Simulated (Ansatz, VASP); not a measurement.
**One calculation of PtSe2 (Sudovikovite), two programs**

The input POSCAR:

```
PtSe2
1.0
    3.7286599689      0.0000000000      0.0000000000
   -1.8643299844      3.2291142551      0.0000000000
    0.0000000000      0.0000000000      5.2770333368
Pt Se
1 2
Direct
    0.0000000000      0.0000000000      0.0000000000
    0.3333333333      0.6666666667      0.2462223103
    0.6666666667      0.3333333333      0.7537776897
```

File INCAR.step1:

```
SYSTEM = PtSe2
ALGO     = Normal         ! electronic algorithm
EDIFF    = 1E-5           ! SCF threshold, eV
ENCUT    = 520            ! plane-wave cutoff, eV
GGA      = PE             ! functional
ISIF     = 2              ! what is computed and relaxed
ISMEAR   = -1             ! smearing method
LASPH    = .TRUE.         ! aspherical terms in the spheres
LCHARG   = .FALSE.        ! write CHGCAR
LREAL    = .FALSE.        ! projectors in reciprocal space
LWAVE    = .TRUE.         ! write WAVECAR
NBANDS   = 18             ! bands
NELM     = 100            ! most SCF steps
PREC     = Accurate       ! precision mode
SIGMA    = 0.02           ! smearing width, eV
```

The input INCAR.step2:

```
SYSTEM = PtSe2
ALGO     = Normal         ! electronic algorithm
EDIFF    = 1E-6           ! SCF threshold, eV
ENCUT    = 520            ! plane-wave cutoff, eV
GGA      = PE             ! functional
HFSCREEN = 0.2079         ! screening, 1/A
ISIF     = 2              ! what is computed and relaxed
ISMEAR   = -1             ! smearing method
ISTART   = 1            
LASPH    = .TRUE.         ! aspherical terms in the spheres
LCHARG   = .FALSE.        ! write CHGCAR
LHFCALC  = .TRUE.         ! exact exchange
LREAL    = .FALSE.        ! projectors in reciprocal space
LWAVE    = .FALSE.        ! write WAVECAR
NBANDS   = 18             ! bands
NELM     = 100            ! most SCF steps
PREC     = Accurate       ! precision mode
PRECFOCK = Normal       
SIGMA    = 0.02           ! smearing width, eV
```

Contents of KPOINTS:

```
k-points
0
G
  6 6 2
  0 0 0
```

Input for Ansatz:

```yaml
crystal:
  lattice:
    - [3.7286599689, 0.0, 0.0]
    - [-1.8643299844, 3.2291142551, 0.0]
    - [0.0, 0.0, 5.2770333368]
  atoms:
    - { symbol: Pt, position: [0.0, 0.0, 0.0] }
    - { symbol: Se, position: [0.3333333333, 0.6666666667, 0.2462223103] }
    - { symbol: Se, position: [0.6666666667, 0.3333333333, 0.7537776897] }
kpoints:
  mp_grid: { grid: [6, 6, 2] }
hamiltonian:
  xc: hse06
scf:
  occupations: { method: fermi_dirac, width: 0.02 }
  n_extra_bands: 4
output:
  forces: true
  stress: true
  eigenvalues: true
```

Alike in both runs: task single point; functional HSE06; k mesh 6 × 6 × 2; occupations fermi-dirac, width 0.02 eV; no spin polarisation.

|  | VASP | Ansatz |
| --- | --- | --- |
| version | VASP 6.6.1 | Ansatz 0.2.0 |
| potentials or method | VASP PAW PBE potentials, release 64 (Pt, Se) | plane waves, PAW |
| plane-wave cutoff (eV) | 520 | 420 |
| valence electrons in the cell | 22 | 50 |

|  | VASP | Ansatz | Ansatz less VASP |
| --- | --- | --- | --- |
| pressure (GPa) | -0.7 | -0.5 | +0.23 |
| largest component of the traceless stress (GPa) | 0.48 | 0.48 | -0.001 |
| rms of the force components (eV/Å) | 0.142 | 0.138 | -0.0033 |

Atom by atom the forces differ by 0.003 eV/Å (rms over components). With one functional, cell and mesh, what is left measures potentials, basis and numerics. The two sets of potentials don't hold the same shells in valence. Ansatz warned: «stress_exchange_threshold_loose».

Caveats: the k mesh is coarse (spacing up to 0.60 Å⁻¹), so the values aren't converged, least of all with exact exchange; the PAW data sets were made with another functional, which shifts forces and pressure a little (VASP); spin-orbit coupling is left out, which moves the levels of the heavy elements. A k mesh can miss the band edges.
